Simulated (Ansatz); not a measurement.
Stability checks on a candidate for LiF

The cell was reached from a generator's guess, though it ends in a space group that the Crystallography Open Database lists for this formula.

Level of theory: DFT PBE, scalar-relativistic, plane waves, PAW (Ansatz). Settings of the last relaxation (2-atom cell): 420 eV, 10×10×10 k points, Gaussian smearing of 0.02 eV, no spin polarisation.

```xyz
2
Lattice="0.0000 2.0338 2.0338 2.0338 0.0000 2.0338 2.0338 2.0338 0.0000" Properties=species:S:1:pos:R:3 pbc="T T T"
Li    0.0000    0.0000    0.0000
F     2.0338    2.0338    2.0338
```

Energies over the elements count from the elements' standard structures at the same level (F₂ as a molecule), with no fitted energy shifts.

Question: These tests were run: energy against the elements; phonons on a 4×4×4 q mesh; elastic tensor. What do they show?

Answer:

```
                       test                         result
energy against the elements                 −2.945 eV/atom
  phonons on a 4×4×4 q mesh  no imaginary mode on the mesh
             elastic tensor        least eigenvalue 60 GPa
```

It fails none of these tests. Whether a mixture of other phases lies lower isn't tested here.

The run for the phonons used a 12×12×12 k mesh. The run for the elastic tensor used a 12×12×12 k mesh.
